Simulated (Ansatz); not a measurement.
# AgBr (Fm-3m): from the cell to its phonons, part 2 of 3

Aim: the phonons of AgBr (Fm-3m) at a cell relaxed beforehand at this level. After the zone centre comes a 4×4×4 q mesh on a 8×8×8 k mesh.

Ansatz 0.2.0; DFT PBE, scalar-relativistic, plane waves, PAW; PAW set soft_1.

So far. Step 2 (Zone-centre response): Before it was imposed, the acoustic sum rule was missed by 1.5e-4 eV/Å² and the charge sum rule by 2.1e-4 e. Small misses are needed for a sound result but don't prove that mesh and cutoff are converged. The lowest optical mode is real, 67.6 cm⁻¹.

The database entry behind the starting cell differs from later determinations by our own check (about 0.6 % short of the room-temperature cell), so it need not match the best structure at ambient conditions.

### Step 3. The dispersion

Stability and thermal properties need the whole zone. Linear response on a 4×4×4 q mesh gives force constants as far as a supercell of that size would, and the tensors from the zone-centre run are typed in so that the long-range dipole term is interpolated apart.

Contents of input.yaml:

```yaml
crystal:
  lattice:
    - [0.0, 2.9208040502, 2.9208040502]
    - [2.9208040502, 0.0, 2.9208040502]
    - [2.9208040502, 2.9208040502, 0.0]
  atoms:
    - { symbol: Ag, position: [0.0, 0.0, 0.0] }
    - { symbol: Br, position: [0.5, 0.5, 0.5] }
kpoints:
  mp_grid: { grid: [8, 8, 8] }
hamiltonian:
  xc: pbe
  pseudopotentials: { kind: paw, azcp: { folder: soft_1 } }
scf:
  occupations: { method: fixed }
output:
  eigenvalues: true
phonons:
  method: dfpt
  qmesh: [4, 4, 4]
  temperatures: { t_max: 1000, t_step: 50 }
  qpath:
    path:
      - [[0.0, 0.0, 0.0], [0.5, 0.0, 0.5], [0.625, 0.25, 0.625]]
      - [[0.375, 0.375, 0.75], [0.0, 0.0, 0.0], [0.5, 0.5, 0.5], [0.5, 0.25, 0.75], [0.5, 0.0, 0.5]]
    npoints: 10
  non_analytic_term:
    high_frequency_dielectric_tensor: [[5.9216, 0.0, 0.0], [0.0, 5.9216, 0.0], [0.0, 0.0, 5.9216]]
    born_effective_charges:
      - { species: Ag, tensor: [[1.5449, 0.0, 0.0], [0.0, 1.5449, 0.0], [0.0, 0.0, 1.5449]] }
      - { species: Br, tensor: [[-1.5449, 0.0, 0.0], [0.0, -1.5449, 0.0], [0.0, 0.0, -1.5449]] }
    source: "zone-centre run at this cell"
```

On the command line:

```bash
$ ansatz run input.yaml --threads 4 --pin off --max-ram 10240MiB --backend cpu --events-out ev --progress --plain --runs-dir out
```

Numbers of over 12 decimals in the logs are rounded to 6 here.

What it wrote:

```text
[...]
Crystal: 2 atoms, lattice volume = 49.835 Å³
Basis set: ecut = 420 eV, 941 PW (Γ), exchange–correlation on 60×60×60 points (8 copies of the dense FFT grid, shifted against one another)
Bands: 17, of which v1, the nominal top of the filled ones, is band 13 counted from 1 (12 counted from 0)
Symmetry: 48 space group operations
k-points: 29 of 512
[...]
SCF iter   1: F=—  HF=-10374.829746 eV  |F-HF|=—  |Δ(HF+E_count)|=         —  Δρ=4.35e-2  dr2=1.21e0  ethr=3.10e-3  ⟨swp⟩=4.2  Hψ=1909  notcnv=0  defer=17
[...]
SCF iter  10: F=-10374.440795 eV  HF=-10374.440795 eV  |F-HF|=1.82e-12  |Δ(HF+E_count)|=  1.06e-10  Δρ=8.18e-8  dr2=2.01e-12  ethr=1.00e-12  ⟨swp⟩=6.9  Hψ=2658  notcnv=0
SCF 1 converged in 10 iterations: F = -10374.440795 eV  dr2 = 2.01e-12
[...]
NSCF: frozen V_eff on 29 k-points
[...]
DFPT response loops at q = (0, 0, 0) (fractional): preconditioner auto → none (the input reference at scf.mixing.eps_inf says where Resta's filter doesn't serve); β = 0.50; Broyden in place of MSR1
[...]
SCF converged after 10 iterations
Free energy (F): -10374.440795 eV
[...]
Internal energy: -10374.440795 eV  (E = F + TS)
E sigma→0 (E₀):  -10374.440795 eV
Fermi energy:    7.321574 eV
[...]
--- Band table (eV; the first three rows and the last of 29) ---
  k-point 0: bands = [... 9 lower, 4.7372, 5.5737, 5.5737, 5.5737, 8.0093, 17.2577, 17.2577, 17.2577]
  k-point 1: bands = [... 9 lower, 4.7748, 5.2247, 5.9949, 5.9949, 8.8190, 15.9370, 16.8591, 16.8591]
  k-point 2: bands = [... 9 lower, 4.8679, 5.1800, 6.6274, 6.6274, 10.1442, 14.4791, 15.5719, 15.5719]
  k-point 28: bands = [... 9 lower, 5.0970, 5.2032, 5.2032, 5.9324, 11.0349, 14.4535, 14.9869, 14.9869]
--- Phonons (Γ-DFPT): 2 representative perturbations + reference (Σ response iterations 6) ---
  ASR residual: 5.101e-5 → 0.000e0 eV/Å²; symmetrization residual: 6.992e-6 eV/Å²
  ASR residual per site (eV/Å²): 5.10e-5 1.97e-5
  Γ frequencies (cm⁻¹): 0.00 0.00 0.00 67.64 67.64 67.64
--- Phonons (arbitrary-q DFPT): 8 irreducible q on the 4×4×4 mesh ---
  q = [0.0000, 0.0000, 0.0000] (star 1, of the zone-centre solve; hermiticity 1.81e-5, symmetrization 1.81e-11): -0.00 -0.00 -0.00 67.64 67.64 67.64
  q = [0.0000, 0.0000, 0.2500] (star 8, 2 solved perturbations on 288 of 512 k-point pairs; hermiticity 4.30e-6, symmetrization 7.54e-12): 24.18 24.18 59.91 59.91 62.12 118.09
[...]
q = [0.0000, 0.2500, 0.2500] (star 6, 4 solved perturbations in 528 linear systems a pass and spin channel, the states on 164 of 512 k-point pairs; hermiticity 4.26e-6, symmetrization 1.34e-12): 24.06 24.06 68.07 80.30 80.30 99.79
[...]
sum rule: each row above includes the acoustic sum rule's correction from the zone centre's row sums; it moved no ω² by more than (0.36 cm⁻¹)²
  mesh force constants: q→R imaginary residual 4.53e-18; ASR residual 5.101e-5 → 0.000e0 eV/Å²; symmetrization residual 6.661e-16 eV/Å²
  interpolated dispersion: 63 rows × 6 modes
  density of states and harmonic sums: on the 20×20×20 q-mesh, interpolated from the force constants of a 4×4×4 supercell (with the dipole–dipole term of supplied tensors)
  largest difference from the sums on the solved wave vectors: F 4.35e-3 eV, S 8.35e-6 and C_V 4.01e-6 eV/K
  zero-point energy: 0.024567 eV/cell   skipped modes (ω ≤ 0): 3   left out of the sums: 6.25e-5 of the cell's modes: C_V's classical limit lies that fraction below 3 k_B per atom; for a crystal, a wire or a layer, F and S can be off by more, and a phonons.interpolated_qmesh denser along its periods is the remedy for the sampling
```

Elapsed: 1.7 min, on 4 threads of Arm Neoverse V1, shared host; peak memory 1.1 GiB.

This step gave:

| Item | Value |
| --- | --- |
| sum-rule residual before enforcement | 5.10e-5 eV/Å² |
| lowest frequency on the path | 0 cm⁻¹ |
| highest frequency on the path or at a solved wavevector | 119.2 cm⁻¹ |
| mean frequency | 66.1 cm⁻¹ |
| Debye temperature (second moment) | 134 K |
| logarithmic mean frequency | 59.2 cm⁻¹ |
| lowest mode on the q mesh (acoustic modes at Γ apart) | 14.22 cm⁻¹ |
| zero-point energy per atom | 12.28 meV |
| heat capacity at 300 K | 24.70 J/(mol atoms K) |
| vibrational entropy at 300 K | 56.47 J/(mol atoms K) |

Frequencies (cm⁻¹) solved at each irreducible wavevector; negative means imaginary. Frequencies by wavevector, by row:

| q in reciprocal lattice units | star | mode 1 | mode 2 | mode 3 | mode 4 | mode 5 | mode 6 |
| --- | --- | --- | --- | --- | --- | --- | --- |
| 0 0 0 | 1 | 0 | 0 | 0 | 67.6 | 67.6 | 67.6 |
| 0 0 0.25 | 8 | 24.2 | 24.2 | 59.9 | 59.9 | 62.1 | 118.1 |
| 0 0 -0.5 | 4 | 14.2 | 14.2 | 54.6 | 54.6 | 88.8 | 119 |
| 0 0.25 0.25 | 6 | 24.1 | 24.1 | 68.1 | 80.3 | 80.3 | 99.8 |
| 0 0.25 -0.5 | 24 | 36.3 | 48.2 | 62.7 | 72.6 | 83.9 | 113.9 |
| 0 0.25 -0.25 | 12 | 22.3 | 34 | 54.9 | 77.4 | 93.2 | 108 |
| 0 -0.5 -0.5 | 3 | 30.6 | 30.6 | 44.8 | 91.5 | 91.5 | 115.2 |
| 0.25 -0.5 -0.25 | 6 | 39.4 | 39.4 | 65.6 | 80.9 | 104.3 | 104.3 |

Interpolated from a 4×4×4 q mesh, with the LO-TO term (at Γ the limit along the path; where Γ stands inside the path, tables give the limit on arrival). Phonon branches along the path, in cm⁻¹:

| point | branch 1 | branch 2 | branch 3 | branch 4 | branch 5 | branch 6 |
| --- | --- | --- | --- | --- | --- | --- |
| Γ | 0 | 0 | 0 | 68 | 68 | 115 |
| halfway | 24 | 24 | 68 | 80 | 80 | 100 |
| X | 31 | 31 | 45 | 92 | 92 | 115 |
| halfway | 34 | 41 | 44 | 87 | 95 | 114 |
| U | 38 | 42 | 59 | 75 | 102 | 109 |
| jump to K | 38 | 42 | 59 | 75 | 102 | 109 |
| halfway | 21 | 29 | 53 | 70 | 83 | 111 |
| Γ | 0 | 0 | 0 | 68 | 68 | 115 |
| halfway | 24 | 24 | 60 | 60 | 62 | 118 |
| L | 14 | 14 | 55 | 55 | 89 | 119 |
| halfway | 37 | 48 | 59 | 73 | 82 | 115 |
| W | 39 | 39 | 66 | 81 | 104 | 104 |
| halfway | 34 | 44 | 49 | 88 | 95 | 112 |
| X | 31 | 31 | 45 | 92 | 92 | 115 |

The phonon branches as a text plot (rows in cm⁻¹):

```
    117 |*           **             *******************        **
    112 | **      ***  ****     ****                   **   ***
    107 |   *    *         *****                         * *
    102 |    ****        ** *                            ***
     97 |              **    **                         *   **
     92 |         *****                                       ***
     87 |        *     *       *                ****   *     **
     82 |      **       *       *              *    ***   ***
     77 |    **          ** **** *            *          *
     72 |  **                   * ***        *        **
     67 |**    **          *         ******          *  ****
     62 |    **  *               *  *      **       *  *
     57 |         **     ** ***  ***         **** *****     *
     52 |                      **          *     ***         *
     47 |   *       **  *         **                 ***        *
     42 |             ******              *         *   ** *****
     37 |               *******                       ********
     32 |  *        ****    *  *    *              * *        ***
     27 |       ****         ** *        *          *
     22 |    ***                ****       ****   **
     17 | * *                  *  ****    *    ** *
     12 |  *                        *   **       *
      7 | *                          *  *
      2 |*                            **
         Γ           X  U|K            Γ         L        W     X
```

The phonon density of states has structure finer than the step of the table below, so its rows give means over 5 cm⁻¹, whole bins alone (the curve runs from 0.5 to 120 cm⁻¹). Peaks (cm⁻¹: height): 38.5: 0.103, 43.5: 0.0822, 54.5: 0.142, 74.5: 0.106, 81.5: 0.0765, 111.5: 0.116.

Tetrahedra on a 20×20×20 mesh, mean over bins of 1 cm-1. Interpolated from a 4×4×4 q mesh. The phonon density of states by wavenumber; means over each step:

wavenumber (cm⁻¹), phonon density of states (1/cm⁻¹/cell) and a bar:
```
        5      0.000 
       10      0.002 #
       15      0.007 ##
       20      0.027 ########
       25      0.052 ################
       30      0.070 #####################
       35      0.091 ############################
       40      0.073 ######################
       45      0.070 #####################
       50      0.030 #########
       55      0.098 ##############################
       60      0.066 ####################
       65      0.060 ##################
       70      0.061 ###################
       75      0.086 ##########################
       80      0.064 ####################
       85      0.051 ###############
       90      0.037 ###########
       95      0.031 #########
      100      0.022 #######
      105      0.018 #####
      110      0.096 #############################
      115      0.072 ######################
```

The partial phonon density of states has structure finer than the step of the table below, so its rows give means over 5 cm⁻¹, whole bins alone (the curve runs from -10 to 133 cm⁻¹). Peaks (cm⁻¹: height): Ag 36.7: 0.0576, 54.6: 0.0725, 74.4: 0.0520, 112.1: 0.0115; Br 25.9: 0.0352, 78.0: 0.0318, 111.2: 0.0823.

Phonopy on the run's constants, 17x17x17 mesh, Gaussian sigma 2.0 cm-1. Interpolated from a 4×4×4 q mesh. The partial phonon density of states by wavenumber; means over each step; values in 1/cm⁻¹/cell:

| wavenumber (cm⁻¹) | Ag | Br |
| --- | --- | --- |
| -5 | 6.6e-6 | 5.1e-6 |
| 0 | 5.9e-5 | 4.4e-5 |
| 5 | 3.5e-4 | 2.6e-4 |
| 10 | 0.00129 | 0.00125 |
| 15 | 0.00361 | 0.00704 |
| 20 | 0.00889 | 0.0165 |
| 25 | 0.0202 | 0.0323 |
| 30 | 0.0389 | 0.0305 |
| 35 | 0.0550 | 0.0316 |
| 40 | 0.0514 | 0.0257 |
| 45 | 0.0469 | 0.0166 |
| 50 | 0.0398 | 0.00827 |
| 55 | 0.0653 | 0.0167 |
| 60 | 0.0431 | 0.0240 |
| 65 | 0.0366 | 0.0232 |
| 70 | 0.0402 | 0.0250 |
| 75 | 0.0497 | 0.0297 |
| 80 | 0.0362 | 0.0306 |
| 85 | 0.0204 | 0.0291 |
| 90 | 0.00955 | 0.0288 |
| 95 | 0.00554 | 0.0249 |
| 100 | 0.00331 | 0.0190 |
| 105 | 0.00330 | 0.0267 |
| 110 | 0.00941 | 0.0727 |
| 115 | 0.00901 | 0.0620 |
| 120 | 0.00193 | 0.0178 |
| 125 | 3.5e-5 | 4.2e-4 |
| 130 | 0 | 0 |

Second derivatives of the energy by pair, one row for each kind of neighbour of each atom listed. Each entry sums the pair over the periodic images of the supercell that the q mesh stands for, and in a polar crystal it holds the long-range dipole part too. Force constants by pair, by row:

| atom | neighbour | distance (Å) | third of the trace (eV/Å²) | along the pair's line (eV/Å²) |
| --- | --- | --- | --- | --- |
| Ag1 | itself | 0 | 1.456 | – |
| Ag1 | Br | 2.921 | -0.1892 | -0.518 |
| Ag1 | Ag | 4.131 | -0.0017 | -0.187 |
| Ag1 | Br | 5.059 | -0.005 | 0.0617 |
| Ag1 | Ag | 5.842 | -0.0647 | -0.2003 |
| Ag1 | Br | 6.531 | 0.0107 | 0.062 |
| Ag1 | Ag | 7.154 | -0.0031 | -0.0285 |
| Br2 | itself | 0 | 1.96 | – |
| Br2 | Ag | 2.921 | -0.1892 | -0.518 |
| Br2 | Br | 4.131 | -0.0922 | -0.5363 |
| Br2 | Ag | 5.059 | -0.005 | 0.0617 |
| Br2 | Br | 5.842 | 0.0577 | 0.0669 |
| Br2 | Ag | 6.531 | 0.0107 | 0.062 |
| Br2 | Br | 7.154 | -0.007 | -0.034 |

Harmonic thermodynamic functions per atom, from the density of states. Interpolated from a 4×4×4 q mesh. Thermodynamic functions, by row:

| T (K) | F_vib (meV/atom) | S (J/mol-atom/K) | C_V (J/mol-atom/K) |
| --- | --- | --- | --- |
| 0 | 12.28 | 0 | 0 |
| 50 | 9.08 | 15.49 | 18.32 |
| 100 | -3.01 | 30.02 | 22.89 |
| 200 | -43.56 | 46.51 | 24.39 |
| 300 | -97.27 | 56.47 | 24.7 |
| 400 | -159.7 | 63.59 | 24.8 |
| 500 | -228.6 | 69.13 | 24.85 |
| 600 | -302.6 | 73.67 | 24.88 |
| 700 | -381 | 77.5 | 24.9 |
| 800 | -463.1 | 80.83 | 24.91 |
| 900 | -548.4 | 83.76 | 24.91 |
| 1000 | -636.6 | 86.39 | 24.92 |

Harmonic mean-square displacement, third of the trace. Interpolated from a 4×4×4 q mesh. Mean square displacements, by row:

| T (K) | Ag1 U_eq (Å²) | Br2 U_eq (Å²) |
| --- | --- | --- |
| 0 | 0.00323 | 0.00376 |
| 100 | 0.01182 | 0.01422 |
| 300 | 0.03448 | 0.04135 |
| 600 | 0.06877 | 0.08245 |

Symmetry leaves 8 wavevectors to solve. The lowest mode among them, the acoustic zeros apart, lies at q = (0, 0, -0.5) and is real, 14.2 cm⁻¹.

(Continued in part 3 of 3.)

[Logs are printed without paths, hosts, clocks, repeated set-up lines and the standing remarks that a program may print on its own settings, such as how far it seeks lower states.]

[Hosts, paths, dates, database ids (printed as entryN), source tags and the programs' standing remarks are cut or masked in the printed files.]
